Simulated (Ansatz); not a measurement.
GaN (rocksalt) at its r2SCAN geometry, in the plane-wave code Ansatz. The base run uses HSE06 on a modest mesh; each further run changes one setting, sensibly or not. Doubtful ones may also carry a cap on iterations. All numbers are computed, and spin polarisation is off unless an edit sets a moment.

Base input:
```yaml
crystal:
  lattice:
    - [0.0, 2.108515235, 2.108515235]
    - [2.108515235, 0.0, 2.108515235]
    - [2.108515235, 2.108515235, 0.0]
  atoms:
    - { symbol: Ga, position: [0.0, 0.0, 0.0] }
    - { symbol: "N", position: [0.5, 0.5, 0.5] }
kpoints:
  mp_grid: { grid: [6, 6, 6] }
hamiltonian:
  xc: hse06
scf:
  occupations: { method: fixed }
  n_extra_bands: 4
output:
  forces: true
  stress: true
  eigenvalues: true
  write_density: true
  write_potential: true
  elf: true
  volumetric_format: npy
```

Base results:
```
Basis set: ecut = 420 eV, 339 PW (Γ)
Symmetry: 48 space group operations
Space group: Fm-3m (ITA 225)
k-points: 16 of 216
Exchange kernel: α = 0.2500, screened, ω = 0.2079 Å⁻¹, Wigner–Seitz truncation, v(0) = 1038.5578 eV·Å³, q-mesh 6×6×6
hybrid SCF converged: 2 outer / 9 inner (+4 warm-up)
Free energy (F): -4167.448129 eV
Fermi energy:    12.540105 eV
--- Stress (GPa, compression-positive) ---
       -1.504037       0.000000       0.000000
        0.000000      -1.504037       0.000000
        0.000000       0.000000      -1.504037
  P = ⅓ Tr σ = -1.5040 GPa (-15.040 kbar)
```
The gap over this mesh is 1.898 eV.

Run as `ansatz run input.yaml --threads 4 --pin off --max-ram 3686MiB --backend cpu --events-out ev --progress --plain --runs-dir out`.

Problem. Predict the outcome of this edit.
```yaml
hamiltonian:
  xc: wpbeh
```

Solution. The mean stress moves by +1.2 GPa and the gap on the mesh by -0.104 eV (to 1.794). It's another functional on the same cell, so totals aren't comparable.
```
hybrid SCF converged: 2 outer / 9 inner (+4 warm-up)
Free energy (F): -4167.617638 eV
Fermi energy:    12.572382 eV
--- Stress (GPa, compression-positive) ---
       -0.337349       0.000000       0.000000
        0.000000      -0.337349       0.000000
        0.000000       0.000000      -0.337349
  P = ⅓ Tr σ = -0.3373 GPa (-3.373 kbar)
--- Band table (eV; the first three rows and the last of 16) ---
  k-point 0: bands = […, -3.8173, -3.7806, -3.7806, 12.0297, 12.0297, 12.0297, 16.1499, 28.7391, 28.7391, 28.7391]
  k-point 1: bands = […, -3.8328, -3.7601, -3.7601, 9.3693, 12.0864, 12.0864, 18.0778, 24.9733, 27.0365, 27.0365]
  k-point 2: bands = […, -3.7999, -3.6615, -3.6615, 5.5872, 12.2478, 12.2478, 18.9371, 23.7966, 24.2753, 24.2753]
  k-point 15: bands = […, -3.6871, -3.5489, -0.2556, 5.7472, 7.8897, 8.0165, 17.6519, 23.3100, 25.7026, 25.7570]
```

Problem. What happens with this change?
```yaml
scf:
  exx: { max_outer_iter: 2 }
```

Solution. The cap isn't what ends this run: it converges, in 16 iterations in all (the base: 13). Energy, stress and gap stay within 1 meV an atom, 0.1 GPa and 0.005 eV of the base.

Problem. The input is altered as follows. How does the run end?
```yaml
scf:
  max_iter: 57
basis:
  ecutrho_ratio: 12
```

Solution. Energy, stress and gap stay within 1 meV an atom, 0.1 GPa and 0.005 eV of the base. The result hardly depends on this setting here.

Problem. The input is altered as follows. How does the run end?
```yaml
hamiltonian:
  xc: { exchange: pbe, correlation: pbe, exx: { coeff: 0.4, omega: 0.5 } }
```

Solution. That is 40 % exact exchange, screened with ω = 0.5 1/Å, against HSE06's 25 % screened at 0.208 1/Å. The mean stress moves by -1.8 GPa and the gap on the mesh by -0.072 eV (to 1.826). Totals of different functionals aren't comparable.
```
Exchange kernel: α = 0.4000, screened, ω = 0.5000 Å⁻¹, Wigner–Seitz truncation, v(0) = 180.9513 eV·Å³, q-mesh 6×6×6
hybrid SCF converged: 3 outer / 12 inner (+4 warm-up)
Free energy (F): -4167.528325 eV
Fermi energy:    12.582541 eV
--- Stress (GPa, compression-positive) ---
       -3.340244       0.000000       0.000000
        0.000000      -3.340244       0.000000
        0.000000       0.000000      -3.340244
  P = ⅓ Tr σ = -3.3402 GPa (-33.402 kbar)
--- Band table (eV; the first three rows and the last of 16) ---
  k-point 0: bands = […, -4.7892, -4.7873, -4.7873, 12.0830, 12.0830, 12.0830, 16.1036, 28.5083, 28.5083, 28.5083]
  k-point 1: bands = […, -4.8007, -4.7423, -4.7423, 9.4190, 12.1240, 12.1240, 18.0142, 24.8316, 26.9777, 26.9777]
  k-point 2: bands = […, -4.6479, -4.6479, -4.5682, 5.6240, 12.2523, 12.2523, 18.7977, 23.8288, 24.2176, 24.2176]
  k-point 15: bands = […, -4.6614, -4.5348, -0.8485, 5.7504, 7.8919, 8.1042, 17.6346, 23.0958, 25.6553, 25.7538]
```

The program warns that its thresholds are loose for a hybrid's stress.

The meshes of the hybrids are coarse, so their gaps aren't converged to the digits shown.
